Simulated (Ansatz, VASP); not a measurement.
# AlNi3: VASP beside Ansatz

```xyz
4
Lattice="0.0000 2.8026 2.8026 2.8026 0.0000 2.8026 2.8026 2.8026 0.0000" Properties=species:S:1:pos:R:3 pbc="T T T"
Al    2.8026    2.8026    2.8026
Ni    1.4013    1.4013    1.4013
Ni    0.0000    0.0000    0.0000
Ni    4.2039    4.2039    4.2039
```

Alike in both runs: functional r2SCAN; k mesh 2 × 2 × 2; occupations gaussian, width 0.1 eV; no spin polarisation.

Ansatz relaxed the structure, and its values are those at the end. VASP's run is a single point on that final structure, the one shown.

|  | VASP | Ansatz |
| --- | --- | --- |
| version | VASP 6.6.1 | Ansatz 0.2.0 |
| potentials or method | VASP PAW PBE potentials, release 64 (Al, Ni) | scalar-relativistic, plane waves, PAW |
| plane-wave cutoff (eV) | 520 | 500 |
| valence electrons in the cell | 33 | 57 |

Ansatz gave:

* gap on the k mesh at the Fermi level (eV): none
* pressure (GPa): 0.0

Q: Which values does VASP return?

A: gap on the k mesh at the Fermi level (eV): none; pressure (GPa): 0.1.

A gap of «none» marks a metal or a gap that the smearing closes. The two sets of potentials don't hold the same shells in valence.

Caveats: the k mesh is coarse (spacing up to 0.97 Å⁻¹), so the values aren't converged; the PAW data sets were made with another functional, which shifts forces and pressure a little (VASP). Spin polarisation is off, so any magnetic state and its effect on volume and gap are missing.
